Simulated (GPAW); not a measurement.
# Al (Fm-3m) in GPAW: a series of runs, part 2 of 2

GPAW 26.7.0. Earlier steps stand in the parts before.

### Step 5. One-shot levels on a semilocal density, PBE

run.py

```python
import numpy as np
from ase.dft.bandgap import bandgap
from ase.io import read, write
from ase.units import GPa
from gpaw import GPAW, PW
from gpaw.hybrids import NonSelfConsistentHybridXCCalculator
from gpaw.hybrids.energy import non_self_consistent_energy

atoms = read('Al.cif')

calc = GPAW(mode=PW(500),
            xc='PBE',
            kpts={'size': (7, 7, 7), 'gamma': True},
            occupations={'name': 'fermi-dirac', 'width': 0.05},
            nbands=9,
            convergence={'density': 1e-05, 'energy': 1e-05, 'bands': 5, 'eigenstates': 1e-07},
            maxiter=150,
            txt='gpaw.txt')
atoms.calc = calc
energy = atoms.get_potential_energy()
forces = atoms.get_forces()
stress = atoms.get_stress()
calc.write('gs.gpw')
write('result.traj', atoms)
print(f'Energy: {energy:.6f} eV')
print('Forces (eV/A):')
print(forces.round(4))
print('Stress (GPa):', (stress / GPa).round(3))
print('Fermi level:', round(calc.get_fermi_level(), 4), 'eV')
print(f'Gap: {bandgap(calc)[0]:.4f} eV, direct: {bandgap(calc, direct=True)[0]:.4f} eV')

for xc in ['HSE06', 'HSE03', 'PBE0']:
    e = non_self_consistent_energy(calc, xc).sum()
    print(f'{xc} energy on these orbitals: {e:.6f} eV')
    nsc = NonSelfConsistentHybridXCCalculator.from_dft_calculation(
        calc.dft, xc, log=f'levels-{xc}.txt')
    dft_skn, hyb_skn = nsc.calculate(calc.dft.ibzwfs, 0, 5)
    np.savetxt(f'levels-{xc}.dat', hyb_skn.reshape((-1, hyb_skn.shape[-1])), fmt='%.4f')
```

Al.cif

```cif
data_Al
_cell_length_a 2.86350669
_cell_length_b 2.86350669
_cell_length_c 2.86350669
_cell_angle_alpha 60.00000000
_cell_angle_beta 60.00000000
_cell_angle_gamma 60.00000000
_space_group_name_H-M_alt 'P1'
_space_group_name_Hall 'P 1'
_space_group_IT_number 1
loop_
_space_group_symop_operation_xyz
'x,y,z'
loop_
_atom_site_label
_atom_site_type_symbol
_atom_site_symmetry_multiplicity
_atom_site_Wyckoff_symbol
_atom_site_fract_x
_atom_site_fract_y
_atom_site_fract_z
_atom_site_occupancy
Al1 Al 1 a 0.0000000000 0.0000000000 0.0000000000 1
```

Potentials or basis: GPAW PAW data sets (gpaw-data 1.2.1), pw.

Started as:

```bash
$ OMP_NUM_THREADS=1 python run.py
```

gpaw.txt:

```text
__  _  _
 | _ |_)|_||  |
 |__||  | ||/\| - 26.7.0

Input parameters:
  mode=PW(ecut=500.0),
  convergence={'density': 1e-05, 'energy': 1e-05, 'bands': 5, 'eigenstates': 1e-07},
  kpts=MonkhorstPack(size=(7, 7, 7), gamma=True),
  maxiter=150,
  nbands=9,
  occupations=Occupations(name='fermi-dirac', width=0.05),
  xc=XC(name='PBE')

Diagonalizing LCAO Hamiltonian
Converting LCAO to pw mode

       Al

Atoms  # Å, Bohr magnetons
|   | symbol |        x |        y |        z |    initial magnetic moments |
|---|--------|----------|----------|----------|-----------------------------|
| 0 |     Al | 0.000000 | 0.000000 | 0.000000 | ( 0.0000,  0.0000,  0.0000) |

Unit cell  # Å
| periodic |        x |        y |        z |  lengths |    angles |
|----------|----------|----------|----------|----------|-----------|
|      yes | 2.863507 | 0.000000 | 0.000000 | 2.863507 | 60.000000 |
|      yes | 1.431753 | 2.479870 | 0.000000 | 2.863507 | 60.000000 |
|      yes | 1.431753 | 0.826623 | 2.338043 | 2.863507 | 60.000000 |

Number of symmetries: 48
Symmetry operations  # r_c * U_cc + t_c -> r_c
|    | kind |            matrix            |
|----|------|------------------------------|
|  0 |  σ   |  1, 0, 0,  1, 0,-1,  1,-1, 0 |
|  1 |  C2  |  1, 0, 0,  1,-1, 0,  1, 0,-1 |
|  2 |  E   |  1, 0, 0,  0, 1, 0,  0, 0, 1 |
|  3 |  σ   |  1, 0, 0,  0, 0, 1,  0, 1, 0 |
|  4 |  C4  |  1, 0,-1,  1, 0, 0,  1,-1, 0 |
|  5 |  S6  |  1, 0,-1,  1,-1, 0,  1, 0, 0 |
|  6 |  σ   |  1, 0,-1,  0, 1,-1,  0, 0,-1 |
|  7 |  C3  |  1, 0,-1,  0, 0,-1,  0, 1,-1 |
|  8 |  S6  |  1,-1, 0,  1, 0, 0,  1, 0,-1 |
|  9 |  C4  |  1,-1, 0,  1, 0,-1,  1, 0, 0 |
[... 136 lines left out ...]
xc functional:
  name: PBE with 2 nearest neighbor stencil

convergence criteria:
- Maximum integral of absolute [dens]ity change: 1e-05 electrons / valence electron
- Maximum [total energy] change in last 3 cyles: 1e-05 eV / valence electron
- Maximum integral of absolute [eigenst]ate change: 1e-07 eV^2 / valence electron
maximum number of iterations: 150

SCF iterations
|iter     | |      energy | eigst |  dens |
|---------|-|-------------|-------|-------|
|iter:   1| |   -3.782146 | +1.92 |       |
|iter:   2| |   -3.782354 | +0.60 | -0.97 |
|iter:   3| |   -3.782597 | -1.91 | -0.99 |
|iter:   4| |   -3.782920 | -3.49 | -1.54 |
|iter:   5| |   -3.782926 | -5.52 | -2.94 |
|iter:   6| |   -3.782927c| -6.19 | -3.36 |
|iter:   7| |   -3.782927c| -8.05c| -4.64 |
|iter:   8| |   -3.782927c| -8.58c| -5.12c|

Converged in 8 steps
Energy contributions relative to reference atoms: (reference = -6603.423265)

Energy contributions:
  Kinetic:           3.407339
  Coulomb:          -1.589176
  Zero:             -0.006169
  External:          0.000000
  Xc:               -5.592481
  Entropy:          -0.004879
  Spinorbit:         0.000000
  ----------------------------
  Free energy:      -3.785367
  Extrapolated:     -3.782927

dipole moment: (-9.823812, -5.671780, -4.010554)  # |e|*Ang

Fermi level: 7.215
Eigenvalues  # (at kpt = [0.000, 0.000, 0.000])
| band index |      eig [eV] | occ [0-2] |
|------------|---------------|-----------|
|          0 |        -3.994 |     2.000 |
|          1 |        19.694 |     0.000 |
|          2 |        19.694 |     0.000 |
|          3 |        19.694 |     0.000 |
|          4 |        21.142 |     0.000 |
|          5 |        21.142 |     0.000 |
|          6 |        21.142 |     0.000 |
|          7 |        23.639 |     0.000 |
|          8 |        26.516 |     0.000 |

No gap
No difference between direct/indirect transitions

Forces  # eV/Ang
|       x |        y |        z |
|---------|----------|----------|
| 0.00000 | -0.00000 | -0.00000 |  # Al   0

Stress tensor  # eV/Ang^3
|        x |         y |         z |
|----------|-----------|-----------|
| 0.005041 |  0.000000 | -0.000000 |
| 0.000000 |  0.005041 | -0.000000 |
| 0.000000 | -0.000000 |  0.005041 |

# Writing to gs.gpw (mode='')
```

stdout:

```text
Energy: -3.782927 eV
Forces (eV/A):
[[ 0. -0. -0.]]
Stress (GPa): [ 0.808  0.808  0.808 -0.    -0.     0.   ]
Fermi level: 7.2147 eV
Gap: 0.0000 eV, direct: 0.0000 eV
IBZ(<points: 20, symmetries: 48>)
Occupied bands: 3
DFT energy: -3.7829270389976464 eV
minus DFT-XC energy: 5.592480959883935 eV
Core-core contribution:           -118.149
Valence-core contribution:          -1.084
Valence-valence contribution:       -3.382
HSE06 energy on these orbitals: -8.890735 eV
IBZ(<points: 20, symmetries: 48>)
Occupied bands: 3
DFT energy: -3.7829270389976464 eV
minus DFT-XC energy: 5.592480959883935 eV
Core-core contribution:           -118.149
Valence-core contribution:          -1.084
Valence-valence contribution:       -3.420
HSE03 energy on these orbitals: -12.595943 eV
IBZ(<points: 20, symmetries: 48>)
Occupied bands: 3
DFT energy: -3.7829270389976464 eV
minus DFT-XC energy: 5.592480959883935 eV
Core-core contribution:           -118.149
Valence-core contribution:          -1.084
Valence-valence contribution:       -4.540
PBE0 energy on these orbitals: -4.270734 eV
```

Wall time 3 min (1 thread of Arm Neoverse V1, shared host); peak memory 0.25 GiB.

Results:

| Property | Result |
| --- | --- |
| Free energy | -3.7854 eV |
| Pressure | -0.8 GPa |
| Band gap on the k mesh | none (metal or under the smearing width) |

Caveat: the k mesh is coarse (spacing up to 0.38 Å⁻¹), so the values aren't converged; the cutoff is short for stress and forces, so pressures can be off by a GPa or more; one-shot exact exchange on a metal's smeared states is rough.

### Step 6. Band structure, PW91

run.py

```python
from ase.dft.bandgap import bandgap
from ase.io import read, write
from ase.units import GPa
from gpaw import GPAW, PW, setup_paths

setup_paths.insert(0, '.')

atoms = read('Al.cif')

calc = GPAW(mode=PW(600),
            xc='GGA_X_PW91+GGA_C_PW91',
            kpts={'size': (11, 11, 11), 'gamma': True},
            occupations={'name': 'fermi-dirac', 'width': 0.05},
            nbands=7,
            convergence={'density': 1e-05, 'energy': 1e-05},
            maxiter=150,
            txt='gpaw.txt')
atoms.calc = calc
energy = atoms.get_potential_energy()
forces = atoms.get_forces()
stress = atoms.get_stress()
calc.write('gs.gpw')
write('result.traj', atoms)
print(f'Energy: {energy:.6f} eV')
print('Forces (eV/A):')
print(forces.round(4))
print('Stress (GPa):', (stress / GPa).round(3))
print('Fermi level:', round(calc.get_fermi_level(), 4), 'eV')
print(f'Gap: {bandgap(calc)[0]:.4f} eV, direct: {bandgap(calc, direct=True)[0]:.4f} eV')

path = atoms.cell.bandpath('GXWKGLUWLK,UX', npoints=100, eps=1e-4)
bs_calc = calc.fixed_density(kpts=path, symmetry='off', nbands=13,
                             convergence={'bands': 'CBM+6.0', 'eigenstates': 1e-6}, txt='bands.txt')
bs = bs_calc.band_structure()
bs.write('bs.json')
print(f'Gap on the path: {bandgap(bs_calc)[0]:.4f} eV')
```

Al.cif is that of step 5.

Potentials or basis: PAW data sets generated in the run's folder for this functional, pw.

Started as:

```bash
$ gpaw-setup -f GGA_X_PW91+GGA_C_PW91 Al
$ OMP_NUM_THREADS=1 python run.py
```

It took 16 s on 1 thread of Arm Neoverse V1, shared host; peak memory 0.15 GiB.

It converged, with:

```yaml
Free_energy: -3.6863 eV
Pressure: 0.1 GPa
Band_gap_along_the_path: none (metal or under the smearing width)
```

Levels at the corners of the path, in eV from the Fermi level:
| point | band 1 | band 2 | band 3 | band 4 | band 5 |
| --- | --- | --- | --- | --- | --- |
| Γ | -11.10 | 12.56 | 12.56 | 12.56 | 13.97 |
| X | -2.93 | -1.61 | 5.24 | 5.54 | 5.54 |
| W | -0.86 | -0.86 | 0.20 | 1.02 | 15.78 |
| K | -1.89 | -1.35 | -0.43 | 6.51 | 8.16 |
| Γ | -11.10 | 12.56 | 12.56 | 12.56 | 13.97 |
| L | -4.57 | -4.40 | 11.29 | 11.29 | 11.43 |
| U | -1.89 | -1.35 | -0.43 | 6.51 | 8.16 |
| W | -0.86 | -0.86 | 0.20 | 1.02 | 15.78 |
| L | -4.57 | -4.40 | 11.29 | 11.29 | 11.43 |
| K | -1.89 | -1.35 | -0.43 | 6.51 | 8.16 |
| U | -1.89 | -1.35 | -0.43 | 6.51 | 8.16 |
| X | -2.93 | -1.61 | 5.24 | 5.54 | 5.54 |

### Step 7. Overview

| task | level | potentials or basis | k mesh | cutoff (eV) | data set | hybrids on these orbitals | band path | band points | mesh quality | pressure (GPa) | V0 of scaled cells (Å³/atom) | B0 (GPa) |
| --- | --- | --- | --- | --- | --- | --- | --- | --- | --- | --- | --- | --- |
| equation of state | LDA | JTH PAW 2.0, LDA, pw | 11 × 11 × 11 | 600 | Al jth | - | - | - | not flagged | - | 15.78 | 85 |
| equation of state | revPBE+D4 | the program's PAW data sets (release 1.2.1) made for this functional, pw | 11 × 11 × 11 | 600 | - | - | - | - | not flagged | - | 15.70 | 91 |
| one-shot levels on a semilocal density | PBE | GPAW PAW data sets (gpaw-data 1.2.1), pw | 7 × 7 × 7 | 500 | - | ["HSE06", "HSE03", "PBE0"] | - | - | coarse | -0.8 | - | - |
| band structure | PW91 | PAW data sets generated in the run's folder for this functional, pw | 11 × 11 × 11 | 600 | - | - | GXWKGLUWLK,UX | 100 | not flagged | 0.1 | - | - |

Alike in all rows: no spin polarisation; cell as given; smearing fermi-dirac 0.05 eV.

Caveats: some runs use coarse meshes; the program truncates these outside data sets (some runs); the cutoff is short for stress and forces, so pressures can be off by a GPa or more (some runs); one-shot exact exchange on a metal's smeared states is rough (some runs).

Total energies depend on the potentials used, so only differences within one code and one set of settings carry meaning.

### Step 8. Against experiment

Step 2. Measured bulk modulus of Al: 76.9 GPa (quoted in “The interpretation of polycrystalline coherent inelastic neutron scattering from aluminium”, 2013, pmc:3831299). This calculation gives 85 GPa (+10.4 %). The fit is for a static lattice scaled at fixed shape and fixed fractional positions. The cell as given is a measured one (16.60 Å³/atom); LDA puts the equilibrium volume -5.0 % from it, thermal expansion not counted.

Step 3. A measured bulk modulus of Al is 76.9 GPa (quoted in “The interpretation of polycrystalline coherent inelastic neutron scattering from aluminium”, 2013, pmc:3831299); the calculated 91 GPa misses it by +18.2 %. The fit is for a static lattice scaled at fixed shape and fixed fractional positions. The cell as given is a measured one (16.60 Å³/atom); revPBE+D4 puts the equilibrium volume -5.4 % from it, thermal expansion not counted.
